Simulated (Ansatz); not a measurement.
The computed numbers are results of PBE+U (U_eff = 3.9 eV on X's open shell), scalar-relativistic (collinear spin) in the plane-wave PAW code Ansatz at 420 eV, Γ-centred 12×12×6 mesh, 0.05 eV Gaussian smearing. The datasets are Ansatz's generated set soft_2.

A compound XO has these computed properties.

```yaml
Space_group: R-3m (No. 166)
Conventional_cell: a = 3.210 Å, b = 3.210 Å, c = 7.709 Å, α = 90.00°, β = 90.00°, γ = 120.00°
Volume: 11.46 Å³/atom
Band_gap: 1.60 eV
Smallest_direct_gap: 2.19 eV (over both spins)
Magnetic_state: antiferromagnetic
Site_spin_moments: X 4.27, -4.27 μB
Spin_moment_of_the_cell: 0.00 μB
Bader_charges: X 1.44; O -1.44 e
Bulk_modulus_Birch–Murnaghan: 139 GPa
Pressure_derivative_B0′: 4.3
Shear_modulus_Hill: 60 GPa
Young's_modulus: 158 GPa
Poisson's_ratio: 0.31
Elastically_stable: yes
```

Sites: X on 3a, O on 3b.

**Question.** Which element is X?
A. Fe
B. Mn
C. Cr
D. Co

**Answer.** B. X is Mn, so the compound is MnO.

The chain of runs began from a cell as deposited in COD, expanded in volume.

Open d and f shells can converge to several self-consistent states; this is the one that the run reached. Site moments are of spin, integrated over atomic spheres.
